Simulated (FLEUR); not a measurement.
# BeTe (F-43m) in FLEUR: a series of runs, part 2 of 2

FLEUR MaX-R8.1 (later development tree). The steps go on from the part before.

## (3) Band structure, LDA

Changes to inp.xml since step 2:

```diff
@@ -6,8 +6,8 @@
    <calculationSetup>
-      <cutoffs Kmax="4.1" Gmax="12.7" GmaxXC="12.7" numbands="all"/>
+      <cutoffs Kmax="4.1" Gmax="12.7" GmaxXC="12.7" numbands="0"/>
       <scfLoop itmax="60" minDistance="0.00001" maxIterBroyd="15" imix="Anderson" alpha="0.05" precondParam="0.0" spinf="2.0" sdNocoIR="T"/>
       <coreElectrons ctail="T" frcor="F" kcrel="0" coretail_lmax="0"/>
-      <xcFunctional name="PBEs" relativisticCorrections="F"/>
+      <xcFunctional name="vwn" relativisticCorrections="F"/>
       <magnetism jspins="1"/>
-      <soc l_soc="T" theta="0.0" phi="0.0" spav="F"/>
+      <soc l_soc="F" theta="0.0" phi="0.0" spav="F"/>
       <expertModes spex="0" secvar="F"/>
```

Contents of crystal.txt:

```
BeTe
&input cartesian=F /
0.0000000000  2.7700000000  2.7700000000
2.7700000000  0.0000000000  2.7700000000
2.7700000000  2.7700000000  0.0000000000
1.8897261246
1.0 1.0 1.0

2
52 0.7500000000  0.7500000000  0.7500000000
4 0.0000000000  0.0000000000  0.0000000000

&kpt div1=8 div2=8 div3=8 gamma=T /
```

Changes to inp.xml (bands) since step 2:

```diff
@@ -6,8 +6,8 @@
    <calculationSetup>
-      <cutoffs Kmax="4.1" Gmax="12.7" GmaxXC="12.7" numbands="all"/>
+      <cutoffs Kmax="4.1" Gmax="12.7" GmaxXC="12.7" numbands="0"/>
       <scfLoop itmax="60" minDistance="0.00001" maxIterBroyd="15" imix="Anderson" alpha="0.05" precondParam="0.0" spinf="2.0" sdNocoIR="T"/>
       <coreElectrons ctail="T" frcor="F" kcrel="0" coretail_lmax="0"/>
-      <xcFunctional name="PBEs" relativisticCorrections="F"/>
+      <xcFunctional name="vwn" relativisticCorrections="F"/>
       <magnetism jspins="1"/>
-      <soc l_soc="T" theta="0.0" phi="0.0" spav="F"/>
+      <soc l_soc="F" theta="0.0" phi="0.0" spav="F"/>
       <expertModes spex="0" secvar="F"/>
```

Potentials or basis: all-electron, FLAPW.

Started as:

```sh
> inpgen -f crystal.txt -profile fastHighL
> # inp.xml edited to the form shown
> fleur_MPI
> fleur_MPI   # second run, on inp.xml (bands)
```

The program printed:

```text
Welcome to FLEUR        (www.flapw.de)
      MaX-Release 8.1          (www.max-centre.eu)

 ========== k-point set info ==========
 Selected k-point list: default-1
 k-point list type: mesh
 8 x 8 x 8
 Number of k points: 29

 ------------Calculation Setup---------------------------
 Number of MPI-tasks      :            1
 Number of PE/node        :            1
 Number of OMP-threads    :            1
 Most efficient MPI parallelization for:
           1          29
 Additional eigenvalue parallelization possible
 Number of basis functions:          427
 Approximate size of matrices (H+S) per k-point:         0.005 GB
[... 10 lines left out ...]
Nuclear radius smaller than smallest radial mesh point for atom type 2 -- skipping its core isomer shift
Nuclear radius smaller than smallest radial mesh point for atom type 2 -- skipping its isomer shift
 Iteration:     4   Distance:       0.59790298 me/bohr^3
Nuclear radius smaller than smallest radial mesh point for atom type 2 -- skipping its core isomer shift
Nuclear radius smaller than smallest radial mesh point for atom type 2 -- skipping its isomer shift
 Iteration:     5   Distance:       0.37204532 me/bohr^3
Nuclear radius smaller than smallest radial mesh point for atom type 2 -- skipping its core isomer shift
Nuclear radius smaller than smallest radial mesh point for atom type 2 -- skipping its isomer shift
[... 11 lines left out ...]
Nuclear radius smaller than smallest radial mesh point for atom type 2 -- skipping its isomer shift
 Iteration:    10   Distance:       0.00233794 me/bohr^3
Nuclear radius smaller than smallest radial mesh point for atom type 2 -- skipping its core isomer shift
Nuclear radius smaller than smallest radial mesh point for atom type 2 -- skipping its isomer shift
 Iteration:    11   Distance:       0.00012058 me/bohr^3
Nuclear radius smaller than smallest radial mesh point for atom type 2 -- skipping its core isomer shift
Nuclear radius smaller than smallest radial mesh point for atom type 2 -- skipping its isomer shift
 Iteration:    12   Distance:       0.00015913 me/bohr^3
Nuclear radius smaller than smallest radial mesh point for atom type 2 -- skipping its core isomer shift
Nuclear radius smaller than smallest radial mesh point for atom type 2 -- skipping its isomer shift
 Iteration:    13   Distance:       0.00001150 me/bohr^3
Nuclear radius smaller than smallest radial mesh point for atom type 2 -- skipping its core isomer shift
Nuclear radius smaller than smallest radial mesh point for atom type 2 -- skipping its isomer shift
 Iteration:    14   Distance:       0.00000112 me/bohr^3

 ********************************************************************
 Run finished successfully
 Stop message:
   all done
 ********************************************************************
```

output (bands):

```text
Welcome to FLEUR        (www.flapw.de)
      MaX-Release 8.1          (www.max-centre.eu)

 ========== k-point set info ==========
 Selected k-point list: path-1
 k-point list type: path
 Number of k points: 60

 ------------Calculation Setup---------------------------
 Number of MPI-tasks      :            1
 Number of PE/node        :            1
 Number of OMP-threads    :            1
 Most efficient MPI parallelization for:
           1           2           3           4           5           6          10          12          15          20          30          60
 Additional eigenvalue parallelization possible
 Number of basis functions:          427
 Approximate size of matrices (H+S) per k-point:         0.005 GB
 --------------------------------------------------------
 Fermi energy correction for insulators:
 No automatic correction of the Fermi energy has been performed.

 Note: Band structure data (together with different weights) is also stored in the banddos.hdf file.
       A convenient way of extracting and plotting the data from that file is by making use of the

 ********************************************************************
 Run finished successfully
 Stop message:
   Charge density postprocessing done.
 ********************************************************************
```

out.xml (last iteration):

```text
<iteration numberForCurrentRun="   14" overallNumber="   14">
         <energyParameters units="Htr">
            <atomicEP atomType="1" spin="1" branch="5s" branchLowest="-5.61" branchHighest="0.52" value="-0.2265011054"/>
            <atomicEP atomType="1" spin="1" branch="5p" branchLowest="-3.78" branchHighest="1.23" value="0.0452947048"/>
            <atomicEP atomType="1" spin="1" branch="5d" branchLowest="-1.09" branchHighest="2.48" value="0.2680229311"/>
            <atomicEP atomType="1" spin="1" branch="4f" branchLowest="-9.99" branchHighest="1.62" value="0.4226574057"/>
[... 106 lines left out ...]
            </atomTypeDependentContributions>
            <tkbTimesEntropy value="0.0000000000"/>
            <freeEnergy value="-6805.8799764003"/>
            <extrapolationTo0K value="-6805.8799764003"/>
         </totalEnergy>
         <densityConvergence units="me/bohr^3">
            <chargeDensity spin="1" distance="0.0000011207"/>
         </densityConvergence>
      </iteration>
```

Wall time 37 s (1 thread of Arm Neoverse V2, shared host); peak memory 0.06 GiB.

What came out:

```yaml
Free_energy: -185197.4288 eV
Band_gap_on_the_k_mesh: 1.77 eV, indirect (least direct gap 3.58 eV)
Band_gap_along_the_path: 1.77 eV, indirect (least direct gap 3.58 eV)
Valence_electrons_inside_the_program's_atomic_spheres: Te 19.66; Be 2.72 (radii Te 2.44, Be 1.76 bohr)
```

Levels at the corners of the path, in eV from the valence-band top:
```csv
point,band 10,band 11,band 12,band 13,band 14,band 15,band 16,band 17
Γ,-12.68,0.00,0.00,0.00,3.58,3.58,3.58,4.05
X,-10.71,-5.33,-2.82,-2.82,1.77,2.62,9.97,9.97
W,-10.67,-4.73,-3.97,-3.45,5.25,5.49,5.60,6.44
K,-10.73,-4.94,-4.16,-2.39,2.59,5.28,8.05,8.37
Γ,-12.68,0.00,0.00,0.00,3.58,3.58,3.58,4.05
L,-11.24,-5.84,-1.21,-1.21,3.20,4.58,4.58,7.66
U,-10.73,-4.94,-4.16,-2.39,2.59,5.28,8.05,8.37
W,-10.67,-4.73,-3.97,-3.45,5.25,5.49,5.60,6.44
L,-11.24,-5.84,-1.21,-1.21,3.20,4.58,4.58,7.66
K,-10.73,-4.94,-4.16,-2.39,2.59,5.28,8.05,8.37
U,-10.73,-4.94,-4.16,-2.39,2.59,5.28,8.05,8.37
X,-10.71,-5.33,-2.82,-2.82,1.77,2.62,9.97,9.97
```

Core levels (eV from the Fermi level):
| atom | levels |
| --- | --- |
| 1 Te | 1s1/2 -31566.3, 2s1/2 -4835.7, 2p1/2 -4532.7, 2p3/2 -4258.6, 3s1/2 -957.5, 3p1/2 -832.7, 3p3/2 -781.7, 4s1/2 -158.4, 3d3/2 -560.7, 3d5/2 -550.0 |

Caveat: spin-orbit coupling is left out, which moves the levels of the heavy elements.
